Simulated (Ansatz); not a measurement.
## Compressing AlGa3N4: a fit and a missing row

AlGa3N4, Pm, a = 5.139 Å, b = 3.163 Å, c = 5.477 Å, β = 90.0°. The structure is a Materials Project entry; whether it is the stable form wasn't checked. Ansatz: r2SCAN, PAW, 500 eV, Γ-centred 6×8×4 mesh on 8 atoms, Gaussian smearing 0.02 eV; no spin polarisation. Shape and atoms are relaxed at each volume; pressure is positive in compression.

| V (Å³/atom) | P (GPa) |
| --- | --- |
| 9.794 | ? |
| 10.128 | 23.02 |
| 10.462 | 14.12 |
| 10.796 | 6.51 |
| 11.130 | 0.00 |
| 11.464 | -5.58 |
| 11.797 | -10.34 |
| 12.243 | -15.63 |

Problem. Take V0 = 11.130 Å³/atom, fit the third-order Birch–Murnaghan form to the other rows, and predict the missing pressure.

Solution. With the Eulerian strain f = ½[(V0/V)^(2/3) − 1] and y = P/[3f(1 + 2f)^(5/2)], the form is the line y = B0 + 1.5 B0 (B0′ − 4) f. Rows (f, y): 0.03246, 202.0; 0.02106, 201.6; 0.01026, 201.0; -0.00976, 200.2; -0.01903, 199.6; -0.03078, 198.4. Means f = 0.0007017, y = 200.47; Σ(Δf)² = 0.003004, ΣΔfΔy = 0.1618; the slope is their ratio. y = 200.4 + 53.86 f GPa, so B0 = 200.4 GPa and B0′ = 4 + 2 × (53.86)/(3 × 200.4) = 4.18. At V = 9.794, f = 0.04449, y = 202.80 and P = 33.50 GPa. The run gave 33.44 GPa, so the fit is 0.06 GPa too high, a small miss on the scale of the series.

The compression curve is that of a stiff solid whose resistance grows steadily as the volume shrinks. A B0 of 200.4 GPa is in keeping with the parent nitrides AlN and GaN, where short, strongly polar covalent bonds to nitrogen resist compression and the repulsion between overlapping shells rises steeply. Because B0′ = 4.18 lies close to 4, the second-order form would already describe most of the curve.

The small miss is probably not random. The fitted line also lies above y at both ends of the fitted range and below it in between, so a slight downward curvature would make the extrapolation too high, as found. This suggests a higher-order strain term, although small errors in V0 or the pressures could bend y in a similar way. The smooth curve doesn't rule out a pressure-induced transition: both parent nitrides convert to denser rock-salt phases, which a series following a single structure need not reveal.
